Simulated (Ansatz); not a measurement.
Zone-centre phonons of HfN at 40 GPa: input and output

All numbers below come from DFT PBE, scalar-relativistic, plane waves, PAW (Ansatz 0.2.0).

Launched with:
```bash
ansatz run input.yaml --threads 1 --pin off --max-ram 3072MiB --backend cpu --events-out ev --progress --plain --runs-dir out
```

Input (bare energies are in eV):
```yaml
crystal:
  lattice:
    - [0.0, 2.1863209905, 2.1863209905]
    - [2.1863209905, 0.0, 2.1863209905]
    - [2.1863209905, 2.1863209905, 0.0]
  atoms:
    - { symbol: Hf, position: [0.0, 0.0, 0.0] }
    - { symbol: "N", position: [0.5, 0.5, 0.5] }
basis:
  ecutwfc: 420
kpoints:
  mp_grid: { grid: [16, 16, 16] }
hamiltonian:
  xc: pbe
scf:
  occupations: { method: fermi_dirac, width: 0.15 }
output:
  eigenvalues: true
phonons:
  method: dfpt
  eigenvectors: true
```

Results section of the output:
```
--- Phonons (Γ-DFPT): 2 representative perturbations + reference, on 349 of 4096 k-points (Σ response iterations 7) ---
  k mesh reduced under 8 symmetry operations, with k and −k counted as one. Each operation leaves every solved perturbation unchanged. A smaller set is not used because it would not reduce the number of displacements ...
  ASR residual: 3.912e-4 → 0.000e0 eV/Å²; symmetrization residual: 3.897e-7 eV/Å²
  ASR residual per site (eV/Å²): 3.91e-4 1.23e-4
  Γ frequencies (cm⁻¹): 0.00 0.00 0.00 592.94 592.94 592.94
  non-analytic LO–TO correction: not included (Born effective charges unavailable; polar crystals: no LO–TO splitting at Γ)
```

It took 38 s on 1 thread of Intel(R) Xeon(R) Platinum 8488C (Sapphire Rapids) (shared host), peak memory 0.82 GiB.

In a metal, frequencies and elastic constants depend on the k mesh and the smearing, soft modes and shear constants most. Spin–orbit coupling is left out, which can shift energies with elements as heavy as these. Other phases may be more stable at this pressure.